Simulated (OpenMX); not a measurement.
Runs of OpenMX 3.8.5 on AlN. It takes space group P6_3mc (No. 186, hexagonal). Conventional cell: a = 3.113 Å, b = 3.113 Å, c = 4.981 Å, α = 90.00°, β = 90.00°, γ = 120.00°. Al (site symmetry 3m) has 4 N at 1.89 Å as nearest neighbours. N (site symmetry 3m) has 4 Al at 1.89 Å as nearest neighbours. 

```tsv
task	level	potentials or basis	k mesh	grid points, held for all volumes	max SCF cycles	gap on the mesh (eV)	pressure (GPa)	V0 of scaled cells (Å³/atom)	B0 (GPa)	largest force (eV/Å)
equation of state	LDA	OpenMX 2013 LDA set, Al7.0-s2p2d1, N6.0-s2p2d1, fixed grid of 32 × 32 × 60 points	11 × 11 × 7	32 × 32 × 60	-	-	-	(a)	214	-
single point	PBE+D3	OpenMX 2013 PBE set, Al7.0-s2p2d1, N6.0-s2p2d1, grid cutoff 400 Ry	7 × 7 × 5	-	100	4.89	0.1	-	-	0.07
band structure	LDA	OpenMX 2013 LDA set, Al7.0-s2p2d1, N6.0-s2p2d1, grid cutoff 400 Ry	11 × 11 × 7	-	100	4.93	-5.1	-	-	0.06
band structure	PBE	OpenMX 2013 PBE set, Al7.0-s2p1d1, N6.0-s2p2, grid cutoff 400 Ry	11 × 11 × 7	-	100	(b)	(c)	-	-	0.10
band structure	LDA	OpenMX 2013 LDA set, Al7.0-s2p2d1, N6.0-s2p2d1, grid cutoff 400 Ry	7 × 7 × 5	-	100	4.93	-5.1	-	-	0.06
single point	PBE	OpenMX 2013 PBE set, Al7.0-s2p2d1, N6.0-s2p2d1, grid cutoff 400 Ry	7 × 7 × 5	-	100	4.89	2.8	-	-	0.08
band structure	PBE	OpenMX 2013 PBE set, Al7.0-s2p2d1, N6.0-s2p2d1, grid cutoff 400 Ry	7 × 7 × 5	-	100	4.89	2.9	-	-	0.07
equation of state	PBE	OpenMX 2013 PBE set, Al7.0-s2p1d1, N6.0-s2p2, fixed grid of 32 × 32 × 60 points	11 × 11 × 7	32 × 32 × 60	-	-	-	10.68	186	-
```

Alike in all rows: no spin polarisation; cell as given; smearing fermi-dirac 0.05 eV.

Estimate the missing entries.

(a) 10.19; (b) 4.88; (c) 4.2.

Caveats: the basis of atomic orbitals isn't converged, which shifts pressures, moduli and gaps; volumes in these bases differ from converged ones by about 1 %, for some elements by several (some runs); the cell was scaled at fixed shape and fractional positions, which overstates the stiffness of a crystal with free parameters, most of all of layers and chains (some runs); an odd mesh through Γ misses points on the zone boundary, where band edges often lie (some runs).

Not every run made on this cell is shown here.
